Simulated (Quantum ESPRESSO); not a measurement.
Crystal: NiO.

```
Ni O
1.0
     0.00000    2.08590    2.08590
     2.08590    0.00000    2.08590
     2.08590    2.08590    0.00000
Ni O
1 1
Direct
  0.00000 0.00000 0.00000
  0.50000 0.50000 0.50000
```

* Program: Quantum ESPRESSO 7.5
* Task: phonons
* Functional: PBE
* Potentials or basis: PseudoDojo 0.4.1 SR PBE standard
* Cutoff: 1333 eV
* Density cutoff: 5333 eV
* k mesh: 6 × 6 × 6, shifted
* Occupations: fermi-dirac, width 0.05 eV
* Spin: collinear spin, ferromagnetic start
* Starting moments: [1.0, 0.0] μB
* Mixing beta: 0.3
* Most SCF iterations: 120
* SCF threshold: 4e-10 Ry

Problem. Where do the zone-centre optical modes lie?

Solution. T1u at 299 cm⁻¹ (IR).

Optical modes at Γ, degenerate ones joined:
```
cm⁻¹  components  symmetry  active in
 299           3       T1u         IR
```

Caveat: the k mesh is coarse (spacing up to 0.43 Å⁻¹), so the values aren't converged; the mesh is thin for the phonons of a metal.
